## Two gaps of WS₂ under uniform expansion

Tungsten disulfide is a stack of layers, each with a sheet of tungsten between two sheets of sulfur. Bonds within a layer are strong and contacts between layers are weak. When the whole crystal is expanded evenly, both kinds of contact lengthen by the same percentage. The question is how the band gaps continue at the two largest volumes, 18.454 and 18.808 Å³/atom.

WS₂ (space group R3m, 3 atoms per cell) at uniformly scaled volumes with fixed atoms, computed with Ansatz 0.2.0 using all-electron LAPW and the PBE functional, scalar-relativistic and without spin polarization. All runs use a 13×13×13 k mesh, Fermi-Dirac smearing of 0.08 eV and a basis error target of 0.5 meV/atom.

```
volume (Å³/atom)     c/a  shortest distance (Å)  band gap (eV)  smallest direct gap on path (eV)
          16.679  5.8550                  2.342          1.010                             2.052
          17.034  5.8550                  2.358          1.028                             1.999
          17.389  5.8550                  2.375          1.044                             1.948
          17.567  5.8551                  2.383          1.051                             1.923
          17.744  5.8550                  2.391          1.014                             1.898
          17.921  5.8549                  2.399          1.064                             1.874
          18.099  5.8550                  2.407          1.070                             1.850
          18.454  5.8549                  2.422              ?                                 ?
          18.808  5.8550                  2.438              ?                                 ?
```

The column "band gap" gives the smallest energy between filled and empty states, whatever their crystal momentum. The column "smallest direct gap on path" demands the same momentum for both states, which strong light absorption requires. In every known row the first is far smaller than the second, so the gap is indirect.

### Opposite trends

From the smallest known volume to the largest, the direct gap falls by 202 meV while the indirect gap rises by 60 meV. A single statement such as "expansion weakens bonds, so gaps close" therefore fails for this crystal. The two gaps must depend on different contacts, or on the same contacts in different ways.

The direct gap of WS₂ usually lies at the corner of the Brillouin zone, called K. Both of its edge states are built mainly from tungsten d orbitals. The overlap of these orbitals with sulfur and with neighbouring tungsten atoms holds the filled and the empty states apart. Longer distances within the layer reduce this overlap, and the direct gap shrinks.

The indirect gap usually starts from a filled state with no crystal momentum along the layers. This state contains sulfur p orbitals that point out of the layer, towards the sulfur of the next one. Overlap across the space between layers spreads such levels into a band, and the top of that band moves up as the layers come closer. Expansion reverses this: the top of the filled band sinks relative to the other states, and the indirect gap tends to open.

The empty edge state may shift with the layer spacing too. Stretching the bonds within the layer also acts on both edge states, and the sign of its effect is not obvious: it depends on which empty state is lowest and on how the filled state is bound inside its own layer. The loss of overlap between layers is therefore a plausible cause of the rise, not a demonstrated one. The calculation gives only the sum of these effects, because bonds and layer spacing grow together, and the positions of the band edges in momentum space are not available. A series in which only the layer spacing changed would test the argument.

### Why the rise should slow down

Overlap between neighbouring layers decays roughly exponentially with distance. Each further step of expansion therefore has less interlayer coupling left to remove, while the effect of the longer bonds is expected to change less. If the interlayer part drives the rise, the indirect gap should keep rising over the next rows, but by smaller steps. The known rows bear out the slowing: the slope drops from 51 meV per Å³/atom at the compressed end to 36 near the largest known volumes.

### An irregular row

At 17.744 Å³/atom the indirect gap dips to 1.014 eV, although its neighbours lie on a smooth curve. A second evaluation in the same runs, which compares the highest filled band with the lowest empty one, shows no dip. It lies 52 meV above the printed gap in this row, but only 7 to 9 meV above it in the other known rows. The dip is thus no effect of volume; probably the band edges were sampled at different momenta, though this is not proven.

This row was left out when the curve for the indirect gap was determined. Its value may nevertheless be the more accurate one, because missing the exact band edge can only make a gap look too large. The regular rows would then be some 40 meV too high. If that excess changes little with volume, the trend is still better known than the absolute height of the gap.

### The forecast

A gap that changes smoothly with volume can be described by a slope and a small curvature:

E = E₀ + a·x + b·x², with x = ln(V/V₀).

Here E is the gap, V the volume per atom and V₀ = 17.744 Å³/atom. The slope a is known as a deformation potential; it holds here for expansion at fixed shape. The three constants were fitted to six known rows for the indirect gap and to all seven for the direct gap. Near V₀, one per cent more volume raises the indirect gap by 6.5 meV and lowers the direct gap by 24 meV.

For the indirect gap at 18.454 Å³/atom, which took no part in the fit, x = ln(18.454/17.744) = 0.039. The slope adds 0.650 × 0.039 ≈ 0.025 eV, and the curvature removes 1.97 × 0.039² ≈ 0.003 eV. Starting from E₀ = 1.058 eV, this gives 1.08 eV.

| Volume (Å³/atom) | Indirect gap (eV) | Direct gap (eV) |
|---|---|---|
| 18.454 | 1.080 ± 0.005 | 1.803 ± 0.005 |
| 18.808 | 1.089 ± 0.010 | 1.758 ± 0.010 |

The error bars are a judgement, wider at the larger volume because it lies farther from the known rows. They assume that the band edges are sampled as in the regular rows and stay in the same place in momentum space. Sampling as in the irregular row would put the indirect gap some 40 meV lower, well outside the bar. A different empty state becoming the lowest would also reduce it. A straight line without curvature gives higher indirect gaps, 1.086 and 1.100 eV.

### The computed values

The withheld rows as computed:

```
volume (Å³/atom)     c/a  shortest distance (Å)  band gap (eV)  smallest direct gap on path (eV)
          18.454  5.8549                  2.422          1.081                             1.804
          18.808  5.8550                  2.438          1.089                             1.759
```

All four forecasts hold. The indirect gap is met within 1 meV at both volumes, so there is no sign of the irregular row's sampling or of a new band edge. The direct gap comes out about 1 meV above the forecast in both rows, a deviation too close to the resolution of the table to be given a cause. The error bars were cautious for a series as smooth as this one.

The straight line overshoots the indirect gap by 5 meV and then by 11 meV. The slowing of the rise thus continues beyond the rows from which it was inferred. This agrees with an interlayer coupling that fades with distance, but does not prove it, since changes within the layers could flatten the curve in a similar way.

### What carries over to a real crystal

These slopes should not be used as pressure coefficients. Real pressure squeezes the soft space between the layers more than the stiff bonds, whereas here both shrink alike and the atoms are not allowed to relax. The absolute gaps need similar care: PBE generally gives gaps that are too small, and spin-orbit coupling is missing. That coupling splits the filled states at K by roughly 0.4 eV. It is expected to lower the direct gap by about half of that, which is as much as this gap changes over the known rows. The output of the analysis follows below.

Numerical output:

```
change of indirect gap, 16.679 to 18.099 (meV): 60
change of direct gap, 16.679 to 18.099 (meV): -202
slope of indirect gap, 16.679 to 17.034 (meV per Å³/atom): 50.7
slope of indirect gap, 17.567 to 18.099 (meV per Å³/atom): 35.71
band-count gap less printed gap at 17.744 (meV): 51.58
the same difference, smallest of the other known rows (meV): 7.315
the same difference, largest of the other known rows (meV): 8.824
fit of band_gap on 6 rows (abs(x) > 0.001): constant 1.058 +/- 6e-05, coefficient of x 0.6501 +/- 0.0033, coefficient of x**2 -1.973 +/- 0.068; rms 8.06e-05, worst 17.389 -0.000122, leave-one-out rms 0.000175
  rows outside the fit (model, value, miss): 17.744 1.058, 1.014, 0.0438; 18.454 1.08, 1.081, -0.000708; 18.808 1.089, 1.089, -1.01e-05
fit of band_gap on 6 rows (abs(x) > 0.001): constant 1.057 +/- 0.00079, coefficient of x 0.7312 +/- 0.024; rms 0.00135, worst 16.679 0.00182, leave-one-out rms 0.00245
  rows outside the fit (model, value, miss): 17.744 1.057, 1.014, 0.0431; 18.454 1.086, 1.081, 0.00477; 18.808 1.1, 1.089, 0.0107
fit of smallest_direct_gap_on_path on 7 rows: constant 1.898 +/- 7.8e-05, coefficient of x -2.447 +/- 0.0048, coefficient of x**2 0.592 +/- 0.098; rms 0.000126, worst 17.744 0.000218, leave-one-out rms 0.000218
  rows outside the fit (model, value, miss): 18.454 1.803, 1.804, -0.000881; 18.808 1.758, 1.759, -0.00128
indirect gap, change per 1 % of volume near 17.744 (meV): 6.501
direct gap, change per 1 % of volume near 17.744 (meV): -24.47
error bar of both forecasts at 18.454 (eV): 0.005
error bar of both forecasts at 18.808 (eV): 0.01
```
